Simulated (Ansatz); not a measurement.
# Ce (bcc)

Level of theory: DFT, r²SCAN, scalar-relativistic, collinear spin; plane waves to 500 eV with PAW datasets (Ansatz 0.2.0), Γ-centred 16×16×16 mesh, 0.05 eV Gaussian smearing; PAW files: Ansatz's generated set soft_2.

```xyz
1
Lattice="-1.9717 1.9717 1.9717 1.9717 -1.9717 1.9717 1.9717 1.9717 -1.9717" Properties=species:S:1:pos:R:3 pbc="T T T"
Ce    0.0000    0.0000    0.0000
```

At room temperature and ambient pressure Ce is fcc.

Magnetic state: ferromagnetic, site spin moments Ce -1.30 μB.

Cell and atoms are those of this level's equilibrium.

Path: Γ–H–N–Γ–P–H | P–N, with Γ = (0.000, 0.000, 0.000), H = (0.500, -0.500, 0.500), N = (0.000, 0.000, 0.500), P = (0.250, 0.250, 0.250) in reciprocal vectors of the calculation's cell.

Is it a metal or an insulator, and if it has a gap, where are the band edges on this path?

A metal: bands cross the Fermi level.

Levels between -3 and 5 eV from the Fermi level at the path's named points:
```tsv
point	spin	below E_F (eV)	above E_F (eV)
Γ	up	-2.81	1.18 1.18 1.18 1.69 1.69 1.69 1.90 2.31 2.31 2.31 4.50 4.50
Γ	down	-0.26 -0.26 -0.26	1.18 1.18 1.18 1.42 1.42 1.42 1.57 4.28 4.28
H	up	-2.32 -2.32	1.11 1.31 1.31 1.31 2.02 2.02 2.02
H	down	-2.92 -2.92	0.53 0.53 0.53 0.74 0.79 0.79 0.79
N	up	-1.76	0.22 1.09 1.17 1.32 1.76 1.77 1.82 1.84 4.74
N	down	-2.63 -0.76 -0.10	0.22 0.34 0.83 0.90 0.99 1.33 3.81 4.50
P	up		1.05 1.05 1.05 1.34 1.58 1.58 1.58 1.79 1.79 1.79
P	down		0.18 0.18 0.18 0.31 0.31 0.31 0.96 0.99 0.99 0.99
```

These numbers lack spin–orbit coupling. The run wasn't fully tested for a lower electronic state. Site moments are of spin, integrated over atomic spheres.

The state of the open shells isn't shown to be the lowest, and forces and pressures are less sure for it.
